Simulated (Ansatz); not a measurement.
System: skutterudite CoSb3. Method: PBEsol-D3(BJ) in Ansatz (plane waves, PAW).

Run with plane-wave cutoff 520 eV, 6×6×6 k mesh, Fermi–Dirac smearing 0.01 eV, no spin polarisation, scalar-relativistic PAW data made under PBE.

The volume scan:

```tsv
V (Å³/atom)	E − E_lowest (meV/atom)	P (GPa)
21.005	12.59	4.80
21.442	3.02	2.26
21.880	0.00	0.00
22.317	2.81	-2.02
22.755	10.82	-3.81
```

Q: Estimate the bulk modulus from the pressures at 21.442 and 22.317 Å³/atom, and compare it with a fit to all energies.

A: B = −V dP/dV. Between V = 21.442 and 22.317 Å³/atom, dP/dV = (-2.02 − (2.26))/(22.317 − 21.442) = -4.89 GPa per Å³/atom; at the midpoint 21.880 Å³/atom this gives B ≈ 107 GPa. The third-order Birch–Murnaghan fit gives V0 = 21.879 Å³/atom, B0 = 107 GPa, B′ = 4.8, which lies within 1 % of that estimate.

Shape and atoms are relaxed at each volume.

Measured, for comparison: bulk modulus 95 ± 5 GPa (room temperature, no zero-point or thermal correction, our sources range from 85.0 to 95.0; as tabulated in Alexeev et al. (2016), arXiv:1601.07731); equilibrium volume per atom 23.06 Å³/atom (room temperature, no zero-point or thermal correction; as tabulated in Alexeev et al. (2016), arXiv:1601.07731). Computed (rounded) less measured: bulk modulus +13 % (+13 % to +26 % over the range), equilibrium volume per atom -5.1 %.

Note: the bulk modulus comes from volumes at which shape and atoms were relaxed.

Spin–orbit coupling is not included.

Computed values are for the static lattice.

Ansatz is a first-principles code.
